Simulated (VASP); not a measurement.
Crystal: KCl (Sylvite).

```
CELL_PARAMETERS angstrom
0.00000 3.14647 3.14647
3.14647 0.00000 3.14647
3.14647 3.14647 0.00000
ATOMIC_POSITIONS crystal
K 0.00000 0.00000 0.00000
Cl 0.50000 0.50000 0.50000
```

```yaml
Program: VASP 6.6.1
Task: relaxation of cell and atoms
Functional: PBE
Potentials_or_basis: VASP PAW PBE potentials, release 64 (K_sv, Cl)
Cutoff: 600 eV
k_mesh: 8 × 8 × 8
Occupations: gaussian, width 0.03 eV
Spin: no spin polarisation
```

At the start: pressure 0.8 GPa; volume 31.15 Å³/atom.

Task: Where does the relaxation end?

Result: Over 3 steps the energy falls by 3.5 meV/atom and the volume is 32.57 Å³/atom (+4.6 %); space group Fm-3m (No. 225, to 0.05 Å).

The path:
| step | energy change (eV) | largest force (eV/Å) | pressure (GPa) | volume (Å³) |
| --- | --- | --- | --- | --- |
| 1 | 0.0000 | 0.0000 | 0.82 | 62.30 |
| 2 | -0.0053 | 0.0000 | 0.37 | 63.75 |
| 3 | -0.0069 | 0.0000 | 0.00 | 65.15 |

Final structure:
```
K Cl
1.0
     0.00000    3.19365    3.19365
     3.19365    0.00000    3.19365
     3.19365    3.19365    0.00000
K Cl
1 1
Direct
  0.00000 0.00000 0.00000
  0.50000 0.50000 0.50000
```
